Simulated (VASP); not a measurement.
# ScAl3 (Pm-3m) in VASP: a series of runs

Aim: see how the results for ScAl3 move with the level of theory and the settings. Levels: rev-vdW-DF2, optB86b-vdW, BEEF-vdW, PBE. Tasks: relaxation of cell and atoms, single point.

Program: VASP 6.6.1. These are calculated values, not measurements. Logs are shortened: lines on timing, memory, paths and dates and some standing lists are left out, and cuts for length are marked.

## (1) Starting point

Symmetry: Pm-3m, No. 221, cubic system. The conventional cell has a = 4.088 Å, b = 4.088 Å, c = 4.088 Å, α = 90.00°, β = 90.00°, γ = 90.00°. Around Sc (site symmetry m-3m) lie 12 Al at 2.89 Å. Al (site symmetry 4/mmm) has 4 Sc at 2.89 Å and 8 Al at 2.89 Å as nearest neighbours.

The cell is a database's computed one.

## (2) Relaxation of cell and atoms, rev-vdW-DF2

Contents of INCAR:

```
PREC = Accurate
ENCUT = 600
EDIFF = 1E-6
ISMEAR = -1
SIGMA = 0.05
LREAL = F
LASPH = T
NELM = 80
ALGO = Normal
ISIF = 3
LWAVE = F
LCHARG = F
GGA = MK
LUSE_VDW = T
AGGAC = 0.0
PARAM1 = 0.1234
PARAM2 = 0.711357
ZAB_VDW = -1.8867
IBRION = 2
NSW = 60
EDIFFG = -0.01
```

Contents of KPOINTS:

```
Automatic mesh
0
Gamma
  7 7 7
```

Contents of POSCAR:

```
ScAl3
1.0
    4.0878065700      0.0000000000      0.0000000000
    0.0000000000      4.0878065700      0.0000000000
    0.0000000000      0.0000000000      4.0878065700
Sc Al
1 3
Direct
    0.0000000000      0.0000000000      0.0000000000
    0.5000000000      0.5000000000      0.0000000000
    0.0000000000      0.5000000000      0.5000000000
    0.5000000000      0.0000000000      0.5000000000
```

Potentials or basis: VASP PAW PBE potentials, release 64 (Sc_sv, Al).

Run with:

```console
$ cat potpaw_PBE.64/Sc_sv/POTCAR potpaw_PBE.64/Al/POTCAR > POTCAR
$ mpirun -np 1 vasp_std > vasp.out
```

OUTCAR:

```text
PREC = Accurate
   ENCUT = 600
   EDIFF = 1E-6
   ISMEAR = -1
   LREAL = F
   LASPH = T
   NELM = 80
   ISIF = 3
   GGA = MK
   IBRION = 2
   NSW = 60
   EDIFFG = -0.01

 ion  position               nearest neighbor table
   1  0.000  0.000  0.000-   2 2.89   3 2.89   4 2.89   3 2.89   4 2.89   2 2.89   3 2.89   3 2.89
                             2 2.89   4 2.89   4 2.89   2 2.89
   2  0.500  0.500  0.000-   1 2.89   3 2.89   4 2.89   3 2.89   4 2.89   1 2.89   4 2.89   4 2.89
                             1 2.89   3 2.89   3 2.89   1 2.89
   3  0.000  0.500  0.500-   1 2.89   2 2.89   4 2.89   1 2.89   2 2.89   1 2.89   4 2.89   1 2.89
                             2 2.89   4 2.89   2 2.89   4 2.89
   4  0.500  0.000  0.500-   1 2.89   2 2.89   3 2.89   1 2.89   2 2.89   2 2.89   3 2.89   2 2.89
                             1 2.89   3 2.89   1 2.89   3 2.89

  LATTYP: Found a simple cubic cell.
 ALAT       =     4.0878065700

  Lattice vectors:

 A1 = (   4.0878065700,   0.0000000000,   0.0000000000)
 A2 = (   0.0000000000,   4.0878065700,   0.0000000000)
 A3 = (   0.0000000000,   0.0000000000,   4.0878065700)

Analysis of symmetry for initial positions (statically):
=====================================================================
 Subroutine PRICEL returns:
 Original cell was already a primitive cell.

 Routine SETGRP: Setting up the symmetry group for a
 simple cubic supercell.

 Subroutine GETGRP returns: Found 48 space group operations
 (whereof 48 operations were pure point group operations)
 out of a pool of 48 trial point group operations.

The static configuration has the point symmetry O_h .

Analysis of symmetry for dynamics (positions and initial velocities):
=====================================================================
 Subroutine PRICEL returns:
 Original cell was already a primitive cell.

 Routine SETGRP: Setting up the symmetry group for a
 simple cubic supercell.

 Subroutine GETGRP returns: Found 48 space group operations
 (whereof 48 operations were pure point group operations)
 out of a pool of 48 trial point group operations.

The dynamic configuration has the point symmetry O_h .

 Subroutine INISYM returns: Found 48 space group operations
 (whereof 48 operations are pure point group operations),
 and found     1 'primitive' translations

----------------------------------------------------------------------------------------

                                     Primitive cell

  volume of cell :      68.3079

  direct lattice vectors                    reciprocal lattice vectors
[... 163 lines left out ...]
      0.00000      2.04390      2.04390         0.000000      0.000000      0.000000
      2.04390      0.00000      2.04390         0.000000      0.000000      0.000000
 -----------------------------------------------------------------------------------
    total drift:                                0.000000     -0.000000     -0.000000

  FREE ENERGIE OF THE ION-ELECTRON SYSTEM (eV)
  ---------------------------------------------------
  free  energy   TOTEN  =       -13.6989781497 eV

  energy  without entropy=      -13.6864093827  energy(sigma->0) =      -13.69269377

Total vdW correction in eV:      3.0382692

--------------------------------------- Ionic step        2  -------------------------------------------

 number of electron      20.0000002 magnetization

 Free energy of the ion-electron system (eV)
  ---------------------------------------------------
  ext. energy  EPLUGINS =         0.00000000
  ---------------------------------------------------
  free energy    TOTEN  =       -13.69905071 eV

  energy without entropy =      -13.68646636  energy(sigma->0) =      -13.69275853

 E-fermi :   7.0983     XC(G=0): -10.4399

 val. band max:        7.0324849792   @ k =   0.4286   0.4286   0.1429
 cond. band min:       7.1419659007   @ k =   0.2857   0.0000   0.0000
 fundamental gap:      0.1094809215
 Fermi energy:         7.0983359719

 k-point     1 :       0.0000    0.0000    0.0000
  band No.  band energies     occupation
      1     -41.6667      2.00000
      2     -20.4761      2.00000
      3     -20.4761      2.00000
      4     -20.4761      2.00000
      5      -2.8021      2.00000
      6       4.5771      2.00000
      7       4.5771      2.00000
      8       5.3848      2.00000
      9       5.3848      2.00000
     10       5.3848      2.00000
     11       8.4618      0.00000
     12       8.4618      0.00000
     13       8.4618      0.00000
     14       8.5459      0.00000
[... 309 lines left out ...]
      1     -41.6632      2.00000
      2     -20.4985      2.00000
      3     -20.4983      2.00000
      4     -20.4983      2.00000
      5       1.4403      2.00000
      6       2.4029      2.00000
      7       2.4029      2.00000
      8       3.3732      2.00000
      9       4.4244      2.00000
     10       4.4244      2.00000
     11       4.5372      2.00000
     12       8.6063      0.00000
     13       9.7643      0.00000
     14       9.7643      0.00000

------------------------ aborting loop because EDIFF is reached ----------------------------------------

  FORCE on cell =-STRESS in cart. coord.  units (eV):
  Direction    XX          YY          ZZ          XY          YZ          ZX
  --------------------------------------------------------------------------------------
  -------------------------------------------------------------------------------------
  Total       -0.0250078     -0.0250078     -0.0250078      0.0000000      0.0000000     -0.0000000
  in kB       -0.5849488     -0.5849488     -0.5849488      0.0000000      0.0000000     -0.0000000
  external PRESSURE =      -0.5849488 kB  Pullay stress =       0.0000000 kB

 VOLUME and BASIS-vectors are now :
 -----------------------------------------------------------------------------
  energy-cutoff  :      600.00
  volume of cell :       68.50
      direct lattice vectors                 reciprocal lattice vectors
     4.091564159  0.000000000  0.000000000     0.244405308 -0.000000000 -0.000000000
     0.000000000  4.091564159  0.000000000    -0.000000000  0.244405308  0.000000000
     0.000000000 -0.000000000  4.091564159    -0.000000000 -0.000000000  0.244405308

 POSITION                                       TOTAL-FORCE (eV/Angst)
 -----------------------------------------------------------------------------------
      0.00000      0.00000      0.00000         0.000000     -0.000000      0.000000
      2.04578      2.04578      0.00000         0.000000      0.000000      0.000000
      0.00000      2.04578      2.04578        -0.000000      0.000000      0.000000
      2.04578     -0.00000      2.04578         0.000000      0.000000      0.000000
 -----------------------------------------------------------------------------------
    total drift:                                0.000000     -0.000000     -0.000000

  FREE ENERGIE OF THE ION-ELECTRON SYSTEM (eV)
  ---------------------------------------------------
  free  energy   TOTEN  =       -13.6990507082 eV

  energy  without entropy=      -13.6864663580  energy(sigma->0) =      -13.69275853

Total vdW correction in eV:      3.0409717

 reached required accuracy - stopping structural energy minimisation
```

OSZICAR:

```text
N       E                     dE             d eps       ncg     rms          rms(c)
DAV:   1     0.134491225061E+03    0.13449E+03   -0.91308E+03   560   0.145E+03
DAV:   2    -0.639390212891E+01   -0.14089E+03   -0.13827E+03   560   0.381E+02
DAV:   3    -0.145057238578E+02   -0.81118E+01   -0.78317E+01   898   0.776E+01
[... 13 lines left out ...]
DAV:   2    -0.136991523167E+02    0.88661E-03   -0.67119E-03   862   0.110E+00    0.479E-02
DAV:   3    -0.136990747641E+02    0.77553E-04   -0.29632E-04   900   0.146E-01    0.303E-02
DAV:   4    -0.136990521636E+02    0.22601E-04   -0.59455E-05   730   0.858E-02    0.118E-02
DAV:   5    -0.136990508457E+02    0.13179E-05   -0.32928E-06   628   0.191E-02    0.207E-03
DAV:   6    -0.136990507082E+02    0.13751E-06   -0.35021E-07   334   0.568E-03
   2 F= -.13699051E+02 E0= -.13692759E+02  d E =-.725585E-04
```

CONTCAR:

```text
ScAl3
   1.00000000000000
     4.0915641587684073    0.0000000000000000    0.0000000000000000
     0.0000000000000000    4.0915641587684073    0.0000000000000000
     0.0000000000000000   -0.0000000000000000    4.0915641587684073
  Sc              Al
     1     3
Direct
     0.0000000000000000    0.0000000000000000    0.0000000000000000
     0.5000000000000000    0.5000000000000000    0.0000000000000000
     0.0000000000000000    0.5000000000000000    0.5000000000000000
     0.5000000000000000    0.0000000000000000    0.5000000000000000

  0.00000000E+00  0.00000000E+00  0.00000000E+00
  0.00000000E+00  0.00000000E+00  0.00000000E+00
  0.00000000E+00  0.00000000E+00  0.00000000E+00
  0.00000000E+00  0.00000000E+00  0.00000000E+00
```

Run time: 2.1 min. Hardware: 1 thread of Intel Xeon 6975P-C (Granite Rapids), shared host; peak memory 0.47 GiB.

What came out:

```yaml
Free_energy: -13.6991 eV
Relaxed_volume: 17.12 Å³/atom
Relaxed_cell: a = 4.092 Å, b = 4.092 Å, c = 4.092 Å, α = 90.00°, β = 90.00°, γ = 90.00°
Space_group_after_relaxing_to_0.05_Å: Pm-3m (No. 221)
Energy_gained_by_relaxing: 0.0 meV/atom
Ionic_steps: 2
Pressure_after_relaxing: -0.1 GPa
Band_gap_on_the_k_mesh: none (metal or under the smearing width)
```

Final structure:
```xyz
4
Lattice="4.0916 0.0000 0.0000 0.0000 4.0916 0.0000 0.0000 0.0000 4.0916" Properties=species:S:1:pos:R:3 pbc="T T T"
Sc    0.0000    0.0000    0.0000
Al    2.0458    2.0458    0.0000
Al    0.0000    2.0458    2.0458
Al    2.0458    0.0000    2.0458
```

Levels at points of the mesh, in eV from the Fermi level:
```tsv
k point	band 6	band 7	band 8	band 9	band 10	band 11	band 12	band 13	band 14
(0.00, 0.00, 0.00)	-2.52	-2.52	-1.71	-1.71	-1.71	1.36	1.36	1.36	1.45
```

Caveat: the PAW data sets were made with another functional, which shifts forces and pressure a little.

## (3) Relaxation of cell and atoms, optB86b-vdW

Contents of INCAR:

```
PREC     = Accurate       # precision mode
ENCUT    = 600            # plane-wave cutoff, eV
EDIFF    = 1E-7           # SCF threshold, eV
ISMEAR   = -1             # smearing method
SIGMA    = 0.05           # smearing width, eV
LREAL    = F              # projectors in reciprocal space
LASPH    = T              # aspherical terms in the spheres
NELM     = 60             # most SCF steps
ALGO     = Normal         # electronic algorithm
ISIF     = 3              # what is computed and relaxed
LWAVE    = F              # write WAVECAR
LCHARG   = F              # write CHGCAR
GGA      = MK             # functional
LUSE_VDW = T            
AGGAC    = 0.0          
PARAM1   = 0.1234       
PARAM2   = 1.0          
IBRION   = 2              # ionic algorithm
NSW      = 60             # ionic steps
EDIFFG   = -0.01          # ionic threshold
```

Contents of KPOINTS:

```
regular mesh
0
Gamma
  7 7 7
```

POSCAR is that of step 2.

Potentials or basis: VASP PAW PBE potentials, release 64 (Sc_sv, Al).

Run with:

```console
$ cat potpaw_PBE.64/Sc_sv/POTCAR potpaw_PBE.64/Al/POTCAR > POTCAR
$ mpirun -np 1 vasp_std > vasp.out
```

Run time: 2 min. Hardware: 1 thread of Intel Xeon 6975P-C (Granite Rapids), shared host; peak memory 0.47 GiB.

It converged, with:

| Quantity | Value |
| --- | --- |
| Free energy | -13.0924 eV |
| Relaxed volume | 17.11 Å³/atom |
| Relaxed cell | a = 4.091 Å, b = 4.091 Å, c = 4.091 Å, α = 90.00°, β = 90.00°, γ = 90.00° |
| Space group after relaxing (to 0.05 Å) | Pm-3m (No. 221) |
| Energy gained by relaxing | 0.0 meV/atom |
| Ionic steps | 2 |
| Pressure after relaxing | 0.0 GPa |
| Band gap on the k mesh | none (metal or under the smearing width) |

Final structure:
```
CELL_PARAMETERS angstrom
4.09064 0.00000 0.00000
0.00000 4.09064 0.00000
0.00000 0.00000 4.09064
ATOMIC_POSITIONS crystal
Sc 0.00000 0.00000 0.00000
Al 0.50000 0.50000 0.00000
Al 0.00000 0.50000 0.50000
Al 0.50000 0.00000 0.50000
```

Levels at points of the mesh, in eV from the Fermi level:
```csv
k point,band 6,band 7,band 8,band 9,band 10,band 11,band 12,band 13,band 14
"(0.00, 0.00, 0.00)",-2.52,-2.52,-1.72,-1.72,-1.72,1.37,1.37,1.37,1.44
```

Caveat: the PAW data sets were made with another functional, which shifts forces and pressure a little.

[end of part 1 of 3]
